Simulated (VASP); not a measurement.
# C₃NH₃O: relaxation of the atoms

C₃NH₃O, molecule in box, 8 atoms in the cell. PBE; PAW potentials C, O, N, H (PBE set).

## Input

INCAR:
```
SYSTEM = H3C3NO
GGA = PE
PREC = Accurate
ENCUT = 500
EDIFF = 1E-6
ISMEAR = 0
SIGMA = 0.02
LREAL = .FALSE.
LASPH = .TRUE.
ALGO = Normal
NELM = 100
IBRION = 2
NSW = 80
EDIFFG = -0.01
ISIF = 2
NCORE = 2
LWAVE = .FALSE.
LCHARG = .FALSE.
```

KPOINTS:
```
k-points
0
Gamma
  1 1 1
```

POSCAR:
```
H3C3NO
1.0
   11.0000000000      0.0000000000      0.0000000000
    0.0000000000     13.0000000000      0.0000000000
    0.0000000000      0.0000000000      9.0000000000
C O N H
3 1 1 3
Direct
    0.4300310000      0.5849080000      0.5000000000
    0.5524140000      0.5643770000      0.5000000000
    0.4509260000      0.4237100000      0.5000000000
    0.5669390000      0.4602910000      0.5000000000
    0.3656650000      0.4945250000      0.5000000000
    0.3852960000      0.6589430000      0.4999990000
    0.6343350000      0.6101200000      0.5000010000
    0.4403020000      0.3410570000      0.5000000000
```

Commands:
```
cat potpaw_PBE.64/C/POTCAR potpaw_PBE.64/O/POTCAR potpaw_PBE.64/N/POTCAR potpaw_PBE.64/H/POTCAR > POTCAR
mpirun -np 4 vasp_gam > vasp.out
```

## Result

- Ionic steps: 16
- SCF steps in all: 136

Ionic steps:

| Step | Energy (eV) | Largest force (eV/A) | SCF steps |
|---|---|---|---|
| 1 | -52.04782 | 1.0530 | 25 |
| 2 | -51.91479 | 3.5666 | 18 |
| 3 | -52.06825 | 0.4090 | 17 |
| 4 | -52.06393 | 0.9867 | 15 |
| 5 | -52.07044 | 0.2577 | 14 |
| 6 | -52.07184 | 0.1430 | 13 |
| 7 | -52.07209 | 0.0933 | 5 |
| 8 | -52.07210 | 0.1241 | 5 |
| 9 | -52.07223 | 0.0327 | 5 |
| 10 | -52.07223 | 0.0532 | 4 |
| 11 | -52.07225 | 0.0163 | 3 |
| 12 | -52.07227 | 0.0127 | 3 |
| 13 | -52.07227 | 0.0190 | 2 |
| 14 | -52.07228 | 0.0118 | 2 |
| 15 | -52.07229 | 0.0118 | 3 |
| 16 | -52.07230 | 0.0052 | 2 |

VASP 6.6.1 took 125 s on 4 cores (Intel Xeon 6975P-C (Granite Rapids)), a shared host.
